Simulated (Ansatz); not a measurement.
**InAs: do energies and stresses tell the same story?**

Level of theory: Ansatz 0.2.0, DFT PBEsol, scalar-relativistic, plane waves, PAW.

Settings: cutoff 420 eV, Γ-centred mesh 12×12×12 on the computed 2-atom cell, Gaussian smearing of 0.10 eV; no spin polarisation.

Relaxed cell: F-43m, a = 6.088 Å, b = 6.088 Å, c = 6.088 Å, α = 90.00°, β = 90.00°, γ = 90.00°, 2 atoms in the primitive cell.

Energies at zero smearing and pressures from the stress tensor, at volumes with shape and atoms relaxed:
```csv
V (Å³/atom),E − E(first) (meV/atom),P (GPa)
26.510,0.00,3.96
27.356,-15.05,1.80
28.202,-19.60,-0.02
29.049,-15.33,-1.55
29.895,-3.63,-2.84
```

**Question.** Check P = −dE/dV between neighbouring volumes, and get the bulk modulus from the pressures alone.

**Answer.** With 1 eV/Å³ = 160.2 GPa:
| middle V (Å³/atom) | −ΔE/ΔV (GPa) | mean P (GPa) |
| --- | --- | --- |
| 26.933 | 2.849 | 2.881 |
| 27.779 | 0.863 | 0.889 |
| 28.625 | -0.810 | -0.788 |
| 29.472 | -2.216 | -2.197 |

The two differ by 0.03 GPa at most. The mean of two end pressures misses the average over a step by about ΔV² P″/12, up to 0.03 GPa here; with that taken off 0.00 GPa remains. Around V = 28.202 Å³/atom, the two neighbours give B = −V ΔP/ΔV = 28.202 × 3.35 / 1.692 = 55.9 GPa, against B0 = 55.7 GPa from the Birch–Murnaghan fit of the energies.